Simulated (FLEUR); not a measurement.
The system is TiAl.

```
Ti Al
1.0
     2.86726    0.00000    0.00000
    -1.43363    2.48312    0.00000
     0.00000    0.00000    4.67808
Ti Al
1 1
Direct
  0.00000 0.00000 0.00000
  0.33333 0.66667 0.50000
```

The cell comes from a database or a generator and needn't be the stable form of this composition.

* Program: FLEUR MaX-R8.1 (later development tree)
* Task: single point
* Functional: PBEsol
* Potentials or basis: all-electron
* Basis: FLAPW
* Kmax: 4.3 1/bohr
* k mesh: 11 × 11 × 6
* Occupations: fermi-dirac, width 0.05 eV
* Spin: no spin polarisation
* Gmax: 13.3 1/bohr
* Muffin-tin radii: Ti 2.43, Al 2.28 bohr
* lmax: Ti 10, Al 9
* lnonsphr: Ti 10, Al 9
* Local orbitals a species: Ti 5, Al 4
* Max iterations: 60
* Mixing factor: 0.05
* Mixer: Anderson
* Mixer history: 15

On this cell: largest force under 0.003 eV/Å; band gap on the k mesh none (metal or under the smearing width).

The same run follows on a disturbed copy (atoms moved at random, drawn with an rms of 0.05 Å):

```
Ti Al
1.0
     2.86726    0.00000    0.00000
    -1.43363    2.48312    0.00000
     0.00000    0.00000    4.67808
Ti Al
1 1
Direct
  0.99025 0.00486 0.01131
  0.34812 0.66269 0.51633
```

Question: What does the disturbed cell give?

Answer: The energy (extrapolated to zero smearing) moves by +4.3 meV/atom; largest force 0.220 eV/Å; band gap on the k mesh none (metal or under the smearing width).

Forces in eV/Å, atoms in the order of the input:
```
Ti   0.152 -0.026  0.157
Al  -0.152  0.026 -0.157
```
